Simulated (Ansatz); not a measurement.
# A defect in a wire: W wire along [111], 4 atoms a period, Mg in place of one W

Wanted: the relaxed defect and the transmission past it, beside the channels of the perfect wire.

Program: Ansatz 0.2.0. Level of theory: DFT PBE, plane waves, PAW; relaxation of a wire's period, in the first sound run; inputs show where later runs differ. Results are calculated unless marked as measured.

## (1) The structure

The cell holds 4 atoms: 4 W. Cell: a = 11.283 Å, b = 9.388 Å, c = 2.745 Å, α = 90.0°, β = 90.0°, γ = 90.0°. Vacuum lies along a and b. The structure's axis is c.

## (2) Relaxing the period

Band widths follow the bond lengths, so the wire is relaxed first. The atoms and the third cell vector are free; the box across stays fixed as vacuum. A Fermi-Dirac smearing is set since the result may be a metal. The pressure printed is a third of the stress's trace over the whole box, vacuum included; only the stress along the axis is relaxed.

File input.yaml:

```yaml
crystal:
  lattice:
    - [11.283, 0.0, 0.0]
    - [0.0, 9.388, 0.0]
    - [0.0, 0.0, 2.74530053]
  atoms:
    - { symbol: W, position: [0.301338297, 0.500015667, 0.0] }
    - { symbol: W, position: [0.500002526, 0.362164465, 0.333333333] }
    - { symbol: W, position: [0.500002526, 0.637866869, 0.666666667] }
    - { symbol: W, position: [0.698666755, 0.500015667, 0.0] }
kpoints:
  mp_grid: { grid: [1, 1, 30] }
scf:
  occupations: { method: fermi_dirac, width: 0.05 }
hamiltonian:
  xc: pbe
relax:
  cell: { fix: [a, b, alpha, beta, gamma] }
  max_steps: 60
```

The run is started by

```bash
ansatz run input.yaml --threads 4 --pin off --max-ram 16384MiB --backend cpu --events-out ev --progress --plain --runs-dir out
```

Numbers of over 12 decimals in the logs are rounded to 6 here.

Log:

```text
Engine: ansatz 0.2.0, aarch64-unknown-linux-gnu
Pseudopotentials: kind: paw
Pseudopotential: W, paw, valence charge 14, recommended cutoff 420 eV (normal), W.paw.azcp
Functional definition: PBE
  parameter kappa = 0.804
  parameter beta = 0.066725
  exchange = pbe_x(kappa = kappa, mu = beta*pi^2/3)
  correlation = pbe_c(beta = beta)
Crystal: 4 atoms, lattice volume = 290.795 Å³
Basis set: ecut = 420 eV, 5687 PW (Γ), exchange–correlation on 160×128×40 points (8 copies of the dense FFT grid, shifted against one another)
Bands: 34, of which v1, the nominal top of the filled ones, is band 28 counted from 1 (27 counted from 0)
Symmetry: 4 space group operations
Space group: P2/m (ITA 10), of the structure as read, at distance tolerance 6.6e-5 Å
k-points: 16 of 30
Non-local potential: W, projectors of the file, l = 0: 3, l = 1: 2, l = 2: 2, l = 3: 1
PAW form: soft (Blöchl's): semilocal exchange-correlation on the pseudo side does not see the compensation charge
PAW one-centre angular grid: W, 590 points (default); XC on 64 Gauss nodes
Initial density: superposition of atomic densities (neutral atoms: chi_scale 0, normalization atom), corrected by the library's trained network
Initial wavefunctions: pseudopotential atomic-orbital guess
Functional: x = pbe(κ = 0.804, μ = 0.219515), c = pbe(β = 0.066725)
SCF iter   1: F=—  HF=-41527.790437 eV  |F-HF|=—  |Δ(HF+E_count)|=         —  Δρ=4.66e-3  dr2=5.76e-2  ethr=1.77e-3  ⟨swp⟩=7.9  Hψ=2502  notcnv=0
preconditioner: auto → LDOS  [metal: Δε(μ)=0.023 eV  Ē_g=3.157 eV  σ=0.050 eV  W_gap=0.11  n_scr=32 (ndim 8)  ℏωp=10.7 eV  f_vac=0.561  D(μ)=9.43/eV (n_scr^D=60)  β→1.0]
SCF iter   2: F=—  HF=-41527.797341 eV  |F-HF|=—  |Δ(HF+E_count)|=   6.90e-3  Δρ=2.70e-3  dr2=4.35e-2  ethr=1.03e-4  ⟨swp⟩=2.8  Hψ=1197  notcnv=0
SCF iter   3: F=—  HF=-41527.792907 eV  |F-HF|=—  |Δ(HF+E_count)|=   4.43e-3  Δρ=6.75e-4  dr2=2.49e-3  ethr=7.77e-5  ⟨swp⟩=2.0  Hψ=823  notcnv=0
SCF iter   4: F=—  HF=-41527.793233 eV  |F-HF|=—  |Δ(HF+E_count)|=   3.26e-4  Δρ=3.17e-4  dr2=8.55e-4  ethr=4.45e-6  ⟨swp⟩=2.3  Hψ=822  notcnv=0
SCF iter   5: F=—  HF=-41527.793257 eV  |F-HF|=—  |Δ(HF+E_count)|=   2.41e-5  Δρ=1.13e-4  dr2=1.17e-4  ethr=1.53e-6  ⟨swp⟩=2.0  Hψ=734  notcnv=0
SCF iter   6: F=—  HF=-41527.793260 eV  |F-HF|=—  |Δ(HF+E_count)|=   3.06e-6  Δρ=4.71e-5  dr2=1.23e-5  ethr=2.08e-7  ⟨swp⟩=2.0  Hψ=760  notcnv=0
SCF iter   7: F=—  HF=-41527.793125 eV  |F-HF|=—  |Δ(HF+E_count)|=   1.35e-4  Δρ=2.26e-5  dr2=4.46e-6  ethr=2.19e-8  ⟨swp⟩=2.0  Hψ=741  notcnv=0
SCF iter   8: F=—  HF=-41527.793125 eV  |F-HF|=—  |Δ(HF+E_count)|=   3.73e-7  Δρ=3.49e-6  dr2=1.02e-7  ethr=7.97e-9  ⟨swp⟩=2.0  Hψ=699  notcnv=0
SCF iter   9: F=-41527.793125 eV  HF=-41527.793125 eV  |F-HF|=1.98e-9  |Δ(HF+E_count)|=   1.81e-8  Δρ=8.84e-7  dr2=3.35e-9  ethr=1.79e-10  ⟨swp⟩=5.3  Hψ=2013  notcnv=0
SCF 1 converged in 9 iterations: F = -41527.793125 eV  dr2 = 3.35e-9
  greatest PAW one-centre occupation: 1.000 electrons in one spin orbital (limit 2), on the W atom at site 3 (counted from 0), in its partial waves of l = 0
relax step   1: F+E_penalty+E_count = -41527.79312519 eV  Δ(F+E_penalty+E_count) = +0.000e0 eV  max|allowed force component| = 3.576e0 eV/Å  Δτ_max = 0.0000 Å  P = -7.163 GPa  Ω = 290.795 Å³  fix = [a, b, alpha, beta, gamma]  reactions: a -8.962, b -4.300 GPa; alpha -1.035 GPa/rad  (9 SCF iters, dr2 threshold 1.00e-7 eV, accepted)
Crystal: 4 atoms, lattice volume = 285.135 Å³
Basis set: ecut = 420 eV, 5587 PW (Γ), exchange–correlation on 160×128×40 points (8 copies of the dense FFT grid, shifted against one another)
Initial density: handed on by an earlier stage of this run
Initial wavefunctions: those handed on with the density
SCF iter   1: F=—  HF=-41529.682933 eV  |F-HF|=—  |Δ(HF+E_count)|=         —  Δρ=1.87e-2  dr2=3.81e0  ethr=3.10e-3  ⟨swp⟩=10.1  Hψ=2759  notcnv=0
preconditioner: auto → LDOS  [metal: Δε(μ)=0.078 eV  Ē_g=4.069 eV  σ=0.050 eV  W_gap=0.36  n_scr=32 (ndim 8)  ℏωp=10.8 eV  f_vac=0.596  D(μ)=2.49/eV (n_scr^D=10)  β→1.0]
SCF iter   2: F=—  HF=-41533.227747 eV  |F-HF|=—  |Δ(HF+E_count)|=    3.54e0  Δρ=5.04e-2  dr2=4.26e1  ethr=3.10e-3  ⟨swp⟩=4.2  Hψ=1478  notcnv=0  defer=1  recentre
SCF iter   3: F=—  HF=-41529.228027 eV  |F-HF|=—  |Δ(HF+E_count)|=    4.00e0  Δρ=6.74e-3  dr2=4.05e-1  ethr=3.10e-3  ⟨swp⟩=4.6  Hψ=1518  notcnv=0  defer=3
SCF iter   4: F=—  HF=-41529.190666 eV  |F-HF|=—  |Δ(HF+E_count)|=   3.74e-2  Δρ=1.64e-3  dr2=1.99e-2  ethr=7.24e-4  ⟨swp⟩=2.5  Hψ=829  notcnv=0  defer=2
SCF iter   5: F=—  HF=-41529.189068 eV  |F-HF|=—  |Δ(HF+E_count)|=   1.60e-3  Δρ=4.97e-4  dr2=6.82e-4  ethr=3.55e-5  ⟨swp⟩=2.9  Hψ=1035  notcnv=0  defer=2
SCF iter   6: F=—  HF=-41529.189553 eV  |F-HF|=—  |Δ(HF+E_count)|=   4.86e-4  Δρ=1.48e-4  dr2=1.73e-4  ethr=1.22e-6  ⟨swp⟩=2.8  Hψ=990  notcnv=0  defer=2
SCF iter   7: F=—  HF=-41529.189456 eV  |F-HF|=—  |Δ(HF+E_count)|=   9.74e-5  Δρ=4.50e-5  dr2=1.97e-5  ethr=3.09e-7  ⟨swp⟩=2.1  Hψ=759  notcnv=0  defer=2
SCF iter   8: F=—  HF=-41529.189460 eV  |F-HF|=—  |Δ(HF+E_count)|=   4.04e-6  Δρ=1.41e-5  dr2=1.41e-6  ethr=3.52e-8  ⟨swp⟩=2.0  Hψ=744  notcnv=0  defer=2
SCF iter   9: F=-41529.189460 eV  HF=-41529.189460 eV  |F-HF|=3.39e-8  |Δ(HF+E_count)|=   6.41e-8  Δρ=4.72e-6  dr2=1.15e-7  ethr=7.14e-10  ⟨swp⟩=6.0  Hψ=2259  notcnv=0
SCF 2 converged in 9 iterations: F = -41529.189460 eV  dr2 = 1.15e-7
relax step   2: F+E_penalty+E_count = -41529.18945975 eV  Δ(F+E_penalty+E_count) = -1.396e0 eV  max|allowed force component| = 1.646e0 eV/Å  Δτ_max = 0.1950 Å  P = +0.754 GPa  Ω = 285.135 Å³  energy of the carried Pulay correction = +4.243e-4 eV  fix = [a, b, alpha, beta, gamma]  reactions: a -0.474, b +2.200 GPa; alpha -0.809 GPa/rad  (9 SCF iters, dr2 threshold 4.00e-7 eV, accepted)
Crystal: 4 atoms, lattice volume = 283.900 Å³
Basis set: ecut = 420 eV, 5559 PW (Γ), exchange–correlation on 160×128×40 points (8 copies of the dense FFT grid, shifted against one another)
iter 1 solved again at ethr=3.43e-4 eV; its pass at ethr=3.10e-3 eV (dr2=1.92e-1 eV) is discarded
SCF iter   1: F=—  HF=-41529.332708 eV  |F-HF|=—  |Δ(HF+E_count)|=         —  Δρ=6.80e-3  dr2=1.97e-1  ethr=3.43e-4  ⟨swp⟩=2.0  Hψ=2892  notcnv=0
preconditioner: auto → LDOS  [metal: Δε(μ)=0.034 eV  Ē_g=3.785 eV  σ=0.050 eV  W_gap=0.16  n_scr=32 (ndim 8)  ℏωp=10.8 eV  f_vac=0.593  D(μ)=4.72/eV (n_scr^D=22)  β→1.0]
SCF iter   2: F=—  HF=-41529.329830 eV  |F-HF|=—  |Δ(HF+E_count)|=   2.88e-3  Δρ=3.64e-3  dr2=1.11e-1  ethr=3.43e-4  ⟨swp⟩=3.2  Hψ=1068  notcnv=0
SCF iter   3: F=—  HF=-41529.310179 eV  |F-HF|=—  |Δ(HF+E_count)|=   1.97e-2  Δρ=1.26e-3  dr2=2.40e-2  ethr=1.98e-4  ⟨swp⟩=3.1  Hψ=1033  notcnv=0  defer=1
SCF iter   4: F=—  HF=-41529.306881 eV  |F-HF|=—  |Δ(HF+E_count)|=   3.30e-3  Δρ=5.08e-4  dr2=1.50e-3  ethr=4.29e-5  ⟨swp⟩=2.0  Hψ=780  notcnv=0  defer=1
SCF iter   5: F=—  HF=-41529.306835 eV  |F-HF|=—  |Δ(HF+E_count)|=   4.56e-5  Δρ=1.44e-4  dr2=2.40e-4  ethr=2.69e-6  ⟨swp⟩=2.2  Hψ=761  notcnv=0  defer=1
SCF iter   6: F=—  HF=-41529.306745 eV  |F-HF|=—  |Δ(HF+E_count)|=   9.01e-5  Δρ=4.46e-5  dr2=2.54e-5  ethr=4.28e-7  ⟨swp⟩=2.0  Hψ=700  notcnv=0  defer=1
SCF iter   7: F=—  HF=-41529.306744 eV  |F-HF|=—  |Δ(HF+E_count)|=   4.87e-7  Δρ=1.41e-5  dr2=1.59e-6  ethr=4.54e-8  ⟨swp⟩=2.2  Hψ=865  notcnv=0  defer=1
SCF iter   8: F=-41529.306745 eV  HF=-41529.306745 eV  |F-HF|=1.38e-8  |Δ(HF+E_count)|=   7.06e-8  Δρ=4.60e-6  dr2=1.38e-7  ethr=7.14e-10  ⟨swp⟩=5.9  Hψ=2177  notcnv=0
SCF 3 converged in 8 iterations: F = -41529.306745 eV  dr2 = 1.38e-7
relax step   3: F+E_penalty+E_count = -41529.30674452 eV  Δ(F+E_penalty+E_count) = -1.173e-1 eV  max|allowed force component| = 6.983e-1 eV/Å  Δτ_max = 0.0776 Å  P = -0.091 GPa  Ω = 283.900 Å³  energy of the carried Pulay correction = +5.184e-4 eV  fix = [a, b, alpha, beta, gamma]  reactions: a -0.047, b -0.132 GPa; alpha -0.970 GPa/rad  (8 SCF iters, dr2 threshold 4.00e-7 eV, accepted)
[...]
relax step   4: F+E_penalty+E_count = -41529.35070242 eV  Δ(F+E_penalty+E_count) = -4.396e-2 eV  max|allowed force component| = 1.591e-1 eV/Å  Δτ_max = 0.0514 Å  P = +0.076 GPa  Ω = 284.080 Å³  energy of the carried Pulay correction = +5.047e-4 eV  fix = [a, b, alpha, beta, gamma]  reactions: a +0.069, b +0.083 GPa; alpha -0.221 GPa/rad  (7 SCF iters, dr2 threshold 4.00e-7 eV, accepted)
[...]
relax step   5: F+E_penalty+E_count = -41529.35323954 eV  Δ(F+E_penalty+E_count) = -2.537e-3 eV  max|allowed force component| = 3.700e-2 eV/Å  Δτ_max = 0.0157 Å  P = -0.023 GPa  Ω = 284.268 Å³  energy of the carried Pulay correction = +4.903e-4 eV  fix = [a, b, alpha, beta, gamma]  reactions: a -0.149, b +0.124 GPa; alpha +0.004 GPa/rad  (6 SCF iters, dr2 threshold 4.00e-7 eV, accepted)
[...]
relax step   6: F+E_penalty+E_count = -41529.35330948 eV  Δ(F+E_penalty+E_count) = -6.994e-5 eV  max|allowed force component| = 1.522e-2 eV/Å  Δτ_max = 0.0026 Å  P = +0.039 GPa  Ω = 284.234 Å³  energy of the carried Pulay correction = +4.929e-4 eV  fix = [a, b, alpha, beta, gamma]  reactions: a -0.030, b +0.136 GPa; alpha +0.006 GPa/rad  (6 SCF iters, dr2 threshold 8.56e-8 eV, accepted)
[...]
relax step   7: F+E_penalty+E_count = -41529.35332307 eV  Δ(F+E_penalty+E_count) = -1.359e-5 eV  max|allowed force component| = 1.461e-3 eV/Å  Δτ_max = 0.0007 Å  P = +0.020 GPa  Ω = 284.224 Å³  energy of the carried Pulay correction = +4.937e-4 eV  fix = [a, b, alpha, beta, gamma]  reactions: a -0.064, b +0.125 GPa; alpha -0.001 GPa/rad  (5 SCF iters, dr2 threshold 1.45e-8 eV, accepted)
Basis set: ecut = 420 eV, 5587 PW (Γ), exchange–correlation on 160×128×36 points (8 copies of the dense FFT grid, shifted against one another)
Initial wavefunctions: pseudopotential atomic-orbital guess (no wavefunctions were taken with the density)
iter 1 solved again at ethr=1.37e-7 eV; its pass at ethr=3.10e-3 eV (dr2=7.68e-5 eV) is discarded
SCF iter   1: F=—  HF=-41529.352750 eV  |F-HF|=—  |Δ(HF+E_count)|=         —  Δρ=3.27e-5  dr2=4.22e-7  ethr=1.37e-7  ⟨swp⟩=4.2  Hψ=4326  notcnv=0
preconditioner: auto → LDOS  [metal: Δε(μ)=0.054 eV  Ē_g=3.820 eV  σ=0.050 eV  W_gap=0.26  n_scr=32 (ndim 8)  ℏωp=10.8 eV  f_vac=0.592  D(μ)=4.33/eV (n_scr^D=20)  β→1.0]
SCF iter   2: F=—  HF=-41529.352799 eV  |F-HF|=—  |Δ(HF+E_count)|=   4.90e-5  Δρ=3.91e-6  dr2=3.53e-8  ethr=7.54e-10  ⟨swp⟩=3.1  Hψ=1173  notcnv=0
SCF iter   3: F=—  HF=-41529.352799 eV  |F-HF|=—  |Δ(HF+E_count)|=   3.65e-9  Δρ=1.96e-6  dr2=2.53e-8  ethr=6.31e-11  ⟨swp⟩=2.6  Hψ=1059  notcnv=0
SCF iter   4: F=—  HF=-41529.352799 eV  |F-HF|=—  |Δ(HF+E_count)|=   2.81e-9  Δρ=5.74e-7  dr2=1.25e-9  ethr=4.52e-11  ⟨swp⟩=1.9  Hψ=657  notcnv=0
SCF iter   5: F=—  HF=-41529.352799 eV  |F-HF|=—  |Δ(HF+E_count)|=  3.93e-10  Δρ=1.75e-7  dr2=2.44e-10  ethr=2.23e-12  ⟨swp⟩=3.5  Hψ=1198  notcnv=0
SCF iter   6: F=-41529.352799 eV  HF=-41529.352799 eV  |F-HF|=2.91e-11  |Δ(HF+E_count)|=  2.18e-11  Δρ=6.19e-8  dr2=3.00e-11  ethr=1.00e-12  ⟨swp⟩=4.2  Hψ=2279  notcnv=0
SCF 8 converged in 6 iterations: F = -41529.352799 eV  dr2 = 3.00e-11
relax step   8: F+E_penalty+E_count = -41529.35279900 eV  Δ(F+E_penalty+E_count) = +5.241e-4 eV  max|allowed force component| = 1.591e-3 eV/Å  Δτ_max = 0.0000 Å  P = +0.021 GPa  Ω = 284.224 Å³  fix = [a, b, alpha, beta, gamma]  reactions: a -0.061, b +0.127 GPa; alpha -0.001 GPa/rad  stress off target by 1.78e-3 GPa on what of the cell is left free  SCF on the basis re-selected at this cell (its energy is not comparable with the rows above)  (6 SCF iters)
basis re-selected at this cell: Δ(F+E_penalty+E_count) = +5.241e-4 eV, ΔP = +0.002 GPa vs the last step (what re-selecting the basis moved, of the pressure what is left beyond the Pulay correction that the steps carried, after the strain that the cell walked since its last selection, with what the two solves' SCF thresholds leave and, on support functions, any second-order correction that the steps lacked; it is no measure of the basis error at this ecutwfc). The dense FFT grid was sized anew with the basis: this SCF ran on 80×64×18 points, the steps before it on 80×64×20, so part of this shift can come from that change (see relax.cell in the input reference). [rest of the remark cut]
SCF converged after 6 iterations
Free energy (F): -41529.352799 eV
Harris-Foulkes:  -41529.352799 eV  (|F-HF|=2.91e-11)
Internal energy: -41529.316464 eV  (E = F + TS)
E sigma→0 (E₀):  -41529.334631 eV
Entropy (-TS):   -0.036335 eV (-9.084 meV/atom)
Fermi energy:    1.844195 eV
--- Per-component energies (eV) ---
  E_band       = -1456.212800
  E_kinetic    = 1790.239179
  E_local      = -18189.914770  (includes V_loc(G=0)·N_el)
  E_nonlocal   = 16.042920
  E_hartree    = 8185.181308
  E_xc         = -1057.251379
  E_vxc        = -941.263200  (∫ρ·V_xc dr)
  E_paw        = -34252.274641  (= ΣΔE_a)
  E_vpaw       = -501.679052  (= ΣTr[D̂ρ^β])
  E_aug_tail   = -0.000245  (compensation charges beyond the density's cutoff)
  E_ewald      = 1978.661164
  E_smearing   = -0.036335  (= −TS)
  E_closure    = 0.000000  (closes the sum)
  Σ components = -41529.352799   (vs F -41529.352799, Δ=0.00e0)
--- Forces (eV/Å), atoms counted from 1 ---
  atom   1  W     -0.00048602     0.00000000     0.00000000
  atom   2  W      0.00000000    -0.00159117     0.00004799
  atom   3  W      0.00000000     0.00159117    -0.00004799
  atom   4  W      0.00048602     0.00000000     0.00000000
  max |Σ_I F_I| component: 2.17e-19 eV/Å
--- Stress (GPa, compression-positive) ---
       -0.060689       0.000000       0.000000
        0.000000       0.126738       0.000893
        0.000000       0.000893      -0.001777
  P = ⅓ Tr σ = 0.0214 GPa (0.214 kbar)
--- Relaxed structure (7 steps of the walk, 7 accepted, 1 SCFs on fresh bases) ---
  F+E_penalty+E_count = -41529.35279900 eV   max|allowed force component| = 1.591e-3 eV/Å   (the final SCF, on the basis selected at the relaxed cell)
  cell:  # Å, volume = 284.2242 Å³
    - [11.283, 0.0, 0.0]
    - [0.0, 9.388, 0]
    - [0.0, 0, 2.683264]
  atoms:
    - { symbol: W, position: [0.321836, 0.500016, 0] }
    - { symbol: W, position: [0.500002526, 0.370295, 0.292252] }
    - { symbol: W, position: [0.500002526, 0.629736, 0.707748] }
    - { symbol: W, position: [0.678169, 0.500016, 0] }
```

Run time: 16 s. Hardware: 4 threads of Arm Neoverse V2, shared host; peak memory 0.65 GiB; 59 s of CPU time.

Relaxation path:

```csv
step,energy less that of the first step (eV),largest force component (eV/Å),pressure (GPa),volume (Å³)
1,0.0000,3.5762,-7.16,290.80
2,-1.3963,1.6460,0.75,285.14
3,-1.5136,0.6983,-0.09,283.90
4,-1.5576,0.1591,0.08,284.08
5,-1.5601,0.0370,-0.02,284.27
6,-1.5602,0.0152,0.04,284.23
7,-1.5602,0.0015,0.02,284.22
8*,-1.5597,0.0016,0.02,284.22
```

Relaxation steps marked * repeat the geometry before them on a plane-wave basis chosen anew for their cell, so energy and pressure can jump there.

Forces are held to the 4 operations that the run works with; a distortion that breaks them can't arise in this run.

```csv
cell as run,before,after,change
c (Å),2.745,2.683,-2.3 %
```

The atoms that moved most (Å, along periodic axes as changes of fractional coordinates times the final cell, across vacuum about the mean position):

```csv
atom,dx,dy,dz,length
W1,0.231,0.000,0.000,0.231
W4,-0.231,0.000,0.000,0.231
W3,0.000,-0.076,0.110,0.134
W2,0.000,0.076,-0.110,0.134
```

The relaxed structure:

```cif
data_structure
_symmetry_space_group_name_H-M 'P 1'
_symmetry_Int_Tables_number 1
_cell_length_a 11.2830
_cell_length_b 9.3880
_cell_length_c 2.6833
_cell_angle_alpha 90.000
_cell_angle_beta 90.000
_cell_angle_gamma 90.000
_cell_volume 284.22
loop_
_atom_site_label
_atom_site_type_symbol
_atom_site_fract_x
_atom_site_fract_y
_atom_site_fract_z
_atom_site_occupancy
W1 W 0.32184 0.50002 0.00000 1
W2 W 0.50000 0.37030 0.29225 1
W3 W 0.50000 0.62974 0.70775 1
W4 W 0.67817 0.50002 0.00000 1
```

Numbers from this step:

- energy at zero smearing: -41529.3346 eV
- cell length along the wire: 2.683 Å

The cell's length comes to 2.683 Å with spin left out.

[end of part 1 of 4]

[Logs are printed without paths, hosts, clocks, repeated set-up lines and the standing remarks that a program may print on its own settings, such as how far it seeks lower states.]

[Hosts, paths, dates, database ids (printed as entryN), source tags and the programs' standing remarks are cut or masked in the printed files.]
